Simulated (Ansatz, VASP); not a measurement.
KCl (Sylvite): VASP beside Ansatz

```
K Cl
1.0
     0.00000    3.20818    3.20818
     3.20818    0.00000    3.20818
     3.20818    3.20818    0.00000
K Cl
1 1
Cartesian
  0.0000 0.0000 0.0000
  3.2082 3.2082 3.2082
```

Change from the starting cell: volume scaled by 1.06.

Alike in both runs: task single point; functional PBE; k mesh 7 × 7 × 7; occupations fermi-dirac, width 0.05 eV; no spin polarisation.

|  | VASP | Ansatz |
| --- | --- | --- |
| version | VASP 6.6.1 | Ansatz 0.2.0 |
| potentials or method | VASP PAW PBE potentials, release 64 (K_sv, Cl) | Ansatz PAW |
| plane-wave cutoff (eV) | 520 | 420 |
| valence electrons in the cell | 16 | 16 |

VASP gave:

* gap on the k mesh at the Fermi level (eV): 4.99
* least direct gap on the mesh (eV): 4.99
* pressure (GPa): -0.2

Estimate Ansatz's values.

gap on the k mesh at the Fermi level (eV): 4.99; least direct gap on the mesh (eV): 4.99; pressure (GPa): -0.3.

Caveats: an odd mesh through Γ misses points on the zone boundary, where band edges often lie (VASP); odd divisions of the mesh miss points on the zone boundary, where band edges often lie, so the gap on the mesh can be too wide (Ansatz).
